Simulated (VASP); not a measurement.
# VASP inputs for SiC (zincblende)

INCAR

```
ISIF = 3
NSW = 40
IBRION = 2
EDIFFG = -5E-3
NELM = 120
SIGMA = 0.02
ISMEAR = -1
GGA = PE
LWAVE = .FALSE.
ENCUT = 600
LASPH = .TRUE.
PREC = Accurate
LREAL = .FALSE.
NBANDS = 11
LCHARG = .FALSE.
EDIFF = 1E-7
```

KPOINTS

```
KPOINTS created by Atomic Simulation Environment
0
Gamma
10 10 10
0 0 0
```

POSCAR

```
Si C
 1.0000000000000000
     0.0000000000000000    2.0917400253000000    2.0917400253000000
     2.0917400253000000    0.0000000000000000    2.0917400253000000
     2.0917400253000000    2.0917400253000000    0.0000000000000000
 Si  C
   1   1
Cartesian
  0.0000000000000000  0.0000000000000000  0.0000000000000000
  1.0458700126500000  1.0458700126500000  1.0458700126500000
```

VASP ran with the recommended PBE PAW datasets (8 valence electrons in the cell).

Task: Predict the results.

Result: relaxed cell vector lengths 3.096, 3.096, 3.096 Å; relaxed cell volume 20.98 Å³.
